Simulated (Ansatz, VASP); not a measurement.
## CuO in VASP and in Ansatz

File INCAR:

```
SYSTEM = CuO
PREC     = Accurate       ! precision mode
ENCUT    = 520            ! plane-wave cutoff, eV
EDIFF    = 1E-6           ! SCF threshold, eV
ISMEAR   = 0              ! smearing method
SIGMA    = 0.05           ! smearing width, eV
LREAL    = .False.        ! projectors in reciprocal space
LASPH    = .True.         ! aspherical terms in the spheres
NELM     = 150            ! most SCF steps
ALGO     = Normal         ! electronic algorithm
ISIF     = 2              ! what is computed and relaxed
LWAVE    = .False.        ! write WAVECAR
LCHARG   = .True.         ! write CHGCAR
ISPIN    = 2              ! spin polarisation
MAGMOM   = 0.4 0.63       ! initial moments
LORBIT   = 11             ! projections on sites
LMAXMIX  = 4              ! l up to which the mixer works
LDAU     = .True.         ! DFT+U
LDAUTYPE = 2            
LDAUL    = 2 -1           ! shell
LDAUU    = 4 0            ! U, eV
LDAUJ    = 0 0          
LDAUPRINT= 1            
GGA      = PS             ! functional
LELF     = .True.         ! ELF
LVHAR    = .True.       
NBANDS   = 20             ! bands
```

KPOINTS

```
Automatic mesh
0
Gamma
  7 7 7
  0 0 0
```

Contents of POSCAR:

```
CuO
1.0
    2.5525506100      0.0000000000      0.0000000000
    0.0000000000      2.5525506100      0.0000000000
    0.0000000000      0.0000000000      2.5525506100
Cu O
1 1
Direct
    0.0000000000      0.0000000000      0.0000000000
    0.5000000000      0.5000000000      0.5000000000
```

Input for Ansatz:

```yaml
crystal:
  lattice:
    - [2.55255061, 0.0, 0.0]
    - [0.0, 2.55255061, 0.0]
    - [0.0, 0.0, 2.55255061]
  atoms:
    - { symbol: Cu, position: [0.0, 0.0, 0.0], spin: 0.5 }
    - { symbol: O, position: [0.5, 0.5, 0.5] }
basis:
  ecutwfc: 420
  ecutrho_ratio: 4
kpoints:
  mp_grid: { grid: [7, 7, 7] }
hamiltonian:
  xc: pbesol
  hubbard: { sites: [{ site: 0, l: d, u_eff: 4.0 }] }
scf:
  occupations: { method: gaussian, width: 0.05 }
  lower_state_search: "off"
  max_iter: 150
output:
  forces: true
  stress: true
  eigenvalues: true
  populations: true
  hubbard: { sites: [{ site: 0, l: d }] }
magnetization:
  spin_polarized: true
  initial_magnetization: 0.5
  spin_locking: { lock_magnetization: soft, n_iters: 6 }
```

Alike in both runs: task single point; functional PBEsol; k mesh 7 × 7 × 7; occupations gaussian, width 0.05 eV; collinear spin; Hubbard terms Cu d U = 4.0 eV.

|  | VASP | Ansatz |
| --- | --- | --- |
| version | VASP 6.6.1 | Ansatz 0.2.0 |
| potentials or method | VASP PAW PBE potentials, release 64 (Cu, O) | scalar-relativistic, plane waves, PAW |
| plane-wave cutoff (eV) | 520 | 420 |
| valence electrons in the cell | 17 | 25 |

VASP gave:

* gap on the k mesh at the Fermi level (eV): none
* pressure (GPa): 7.8
* net moment per atom (μB): 0.50
* size of the moment on the site where the two differ most (μB): 0.55

What did Ansatz give for the same quantities?

gap on the k mesh at the Fermi level (eV): none; pressure (GPa): 15.0; net moment per atom (μB): 0.50; size of the moment on the site where the two differ most (μB): 0.63.

Site moments also hang on the region over which each program counts them. The programs project onto different local orbitals, so the same U acts differently. A gap of «none» marks a metal or a gap that the smearing closes. The two sets of potentials don't hold the same shells in valence. Ansatz warned: «filled_band_counts_differ_across_k_points».

Caveats: the PAW data sets were made with another functional, which shifts forces and pressure a little (VASP); a cell with one magnetic atom can't hold antiferromagnetic order, which such compounds often take. The state reached can hang on the start; a lower one may exist.
